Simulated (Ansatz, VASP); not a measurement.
One calculation of Sn, two programs

```
Sn
1.0
     2.75583    0.00000    0.00000
     0.00000    2.75583    0.00000
     0.00000    0.00000    2.75583
Sn
1
Direct
  0.00000 0.00000 0.00000
```

Change from the starting cell: volume scaled by 0.75, PAW files.

Alike in both runs: task single point; functional PBEsol; k mesh 14 × 14 × 14; occupations fermi-dirac, width 0.1 eV; no spin polarisation.

```csv
,VASP,Ansatz
version,VASP 6.6.1,Ansatz 0.2.0
potentials or method,"VASP PAW PBE potentials, release 64 (Sn_d)","PAW with Ansatz's default frozen-core files, scalar-relativistic"
plane-wave cutoff (eV),520,420
valence electrons in the cell,14,14
```

```tsv
	VASP	Ansatz	Ansatz less VASP
pressure (GPa)	31.5	31.5	+0.06
```

Caveats: so large a pressure means that the cell lies far from this level's equilibrium, or that cutoff or potentials fall short (VASP); the potentials were made for another functional, which shifts forces and pressure (VASP).
